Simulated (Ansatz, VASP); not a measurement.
## AgCl in VASP and in Ansatz

INCAR

```
SYSTEM = AgCl
  PREC = Accurate
  ENCUT = 520
  EDIFF = 1E-6
  ISMEAR = 0
  SIGMA = 0.05
  LREAL = .False.
  LASPH = .True.
  NELM = 80
  ALGO = Normal
  ISIF = 2
  LWAVE = .False.
  LCHARG = .False.
  GGA = PE
  NBANDS = 16
```

The input KPOINTS:

```
Automatic mesh
0
Gamma
  8 8 8
  0 0 0
```

Contents of POSCAR:

```
AgCl
1.0
    0.0000000000      2.8060228508      2.9182637648
    2.8060228508      0.0000000000      2.9182637648
    2.8060228508      2.8060228508      0.0000000000
Ag Cl
1 1
Direct
    0.5000000000      0.5000000000      0.5000000000
    0.0000000000      0.0000000000      0.0000000000
```

Input for Ansatz:

```yaml
crystal:
  lattice:
    - [0.0, 2.8060228508, 2.9182637648]
    - [2.8060228508, 0.0, 2.9182637648]
    - [2.8060228508, 2.8060228508, 0.0]
  atoms:
    - { symbol: Ag, position: [0.5, 0.5, 0.5] }
    - { symbol: Cl, position: [0.0, 0.0, 0.0] }
basis:
  ecutwfc: 420
kpoints:
  mp_grid: { grid: [8, 8, 8] }
hamiltonian:
  xc: pbe
scf:
  occupations: { method: gaussian, width: 0.05 }
output:
  forces: true
  stress: true
  eigenvalues: true
```

Change from the starting cell: strain +0.000 along x and y, +0.040 along z, atoms carried along.

Alike in both runs: task single point; functional PBE; k mesh 8 × 8 × 8; occupations gaussian, width 0.05 eV; no spin polarisation.

|  | VASP | Ansatz |
| --- | --- | --- |
| version | VASP 6.6.1 | Ansatz 0.2.0 |
| potentials or method | VASP PAW PBE potentials, release 64 (Ag, Cl) | scalar-relativistic, plane waves, PAW |
| plane-wave cutoff (eV) | 520 | 420 |
| valence electrons in the cell | 18 | 26 |

Ansatz gave:

- gap on the k mesh at the Fermi level (eV): 0.84
- least direct gap on the mesh (eV): 2.90
- pressure (GPa): -1.4
- largest component of the traceless stress (GPa): 0.18

Task: Which values does VASP return?

Result: gap on the k mesh at the Fermi level (eV): 0.83; least direct gap on the mesh (eV): 2.90; pressure (GPa): -1.5; largest component of the traceless stress (GPa): 0.16.

The two sets of potentials don't hold the same shells in valence.

A k mesh can miss the band edges.
